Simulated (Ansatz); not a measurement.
# Structure relaxation of PbSe2

Computed with DFT r2SCAN, scalar-relativistic, plane waves, PAW in Ansatz.

The start is a database structure of PbSe2, space group I4/mcm (No. 140).

Input of the last, converged step (default PAW datasets):

```yaml
crystal:
  lattice:
    - [-3.23863296, 3.23863296, 3.90219629]
    - [3.23863296, -3.23863296, 3.90219629]
    - [3.23863296, 3.23863296, -3.90219629]
  atoms:
    - { symbol: Pb, position: [0.25, 0.25, 0.0] }
    - { symbol: Pb, position: [0.75, 0.75, 0.0] }
    - { symbol: Se, position: [0.62981673, 0.12981674, 0.75963347] }
    - { symbol: Se, position: [0.37018327, 0.87018326, 0.24036653] }
    - { symbol: Se, position: [0.87018326, 0.62981674, 0.5] }
    - { symbol: Se, position: [0.12981674, 0.37018326, 0.5] }
basis:
  ecutwfc: 500
kpoints:
  mp_grid: { grid: [8, 8, 8] }
hamiltonian:
  xc: r2scan
scf:
  occupations: { method: gaussian, width: 0.01 }
output:
  forces: true
  stress: true
  eigenvalues: true
relax:
  adjacent_minimum: "off"
  f_tol: 0.01
  max_steps: 80
  cell: { stress_tol: 0.05 }
```

Launched as:

```bash
ansatz run input.yaml --threads 1 --pin off --max-ram 2560MiB --backend cpu --events-out ev --progress --plain --runs-dir out
```

The run took 2.3 min on 1 thread of Arm Neoverse V1 (shared host), peak memory 1.1 GiB.

End of the output:

```
SCF converged after 4 iterations
Free energy (F): -45756.659902 eV
Harris-Foulkes:  -45756.659902 eV  (|F-HF|=1.46e-11)
Internal energy: -45756.659902 eV  (E = F + TS)
E sigma→0 (E₀):  -45756.659902 eV
Fermi energy:    8.879312 eV
--- Per-component energies (eV) ---
  E_band       = -1693.958770
  E_kinetic    = 1045.250014
  E_local      = -11918.958031  (includes V_loc(G=0)·N_el)
  E_nonlocal   = -1677.765795
  E_hartree    = 5690.473662
  E_xc         = -809.948043
  E_vxc        = -712.572685  (∫ρ·V_xc dr)
  E_paw        = -28563.316543  (= ΣΔE_a)
  E_vpaw       = 147.582621  (= ΣTr[D̂ρ^β])
  E_aug_tail   = -0.000812  (compensation charges beyond the density's cutoff)
  E_vtau       = 41.558409  (kinetic-family band-sum trace: ∫τ·v_τ [+ j·A + Jᵃ·Aᵃ] dr)
  E_ewald      = -9517.266277
  E_core_change = -5.128076  (= ΣΔE_core)
  E_smearing   =  0.000000  (= −TS)
  E_closure    =  0.000000  (closes the sum)
  Σ components = -45756.659902   (vs F -45756.659902, Δ=0.00e0)
--- Forces (eV/Å), atoms counted from 1 ---
  atom   1  Pb     0.00000000     0.00000000     0.00000000
  atom   2  Pb     0.00000000     0.00000000     0.00000000
  atom   3  Se    -0.00513188    -0.00513188     0.00000000
  atom   4  Se     0.00513188     0.00513188     0.00000000
  atom   5  Se    -0.00513188     0.00513188     0.00000000
  atom   6  Se     0.00513188    -0.00513188     0.00000000
  max |Σ_I F_I| component: 6.94e-17 eV/Å
--- Stress (GPa, compression-positive) ---
       -0.018346       0.000000       0.000000
        0.000000      -0.018346       0.000000
        0.000000       0.000000      -0.014020
  P = ⅓ Tr σ = -0.0169 GPa (-0.169 kbar)
--- Relaxed structure (1 steps of the walk, 1 accepted, 1 SCFs on fresh bases) ---
  F+E_penalty+E_count = -45756.65990217 eV   max|allowed force component| = 5.132e-3 eV/Å   (the final SCF, on the basis selected at the relaxed cell)
  cell:  # Å, volume = 163.7165 Å³
    - [-3.23863296, 3.23863296, 3.90219629]
    - [3.23863296, -3.23863296, 3.90219629]
    - [3.23863296, 3.23863296, -3.90219629]
  atoms:
    - { symbol: Pb, position: [0.250000, 0.250000, 0.0] }
    - { symbol: Pb, position: [0.75, 0.75, 0.0] }
    - { symbol: Se, position: [0.629817, 0.129817, 0.759633] }
    - { symbol: Se, position: [0.370183, 0.870183, 0.240367] }
    - { symbol: Se, position: [0.870183, 0.629817, 0.5] }
    - { symbol: Se, position: [0.129817, 0.370183, 0.5] }
```

Total energies depend on the potentials used, so only differences within one code and one set of settings carry meaning.

The result has space group I4/mcm (No. 140). Pb has 8 Se at 3.20 Å; Se is coordinated by 1 Se at 2.38 Å.

Against the elements it lies at -0.408 eV/atom. Formation energies are uncorrected and refer to the elements' standard structures at the same level.

Spin–orbit coupling is left out.

A structure relaxed within its symmetry needn't be a true minimum.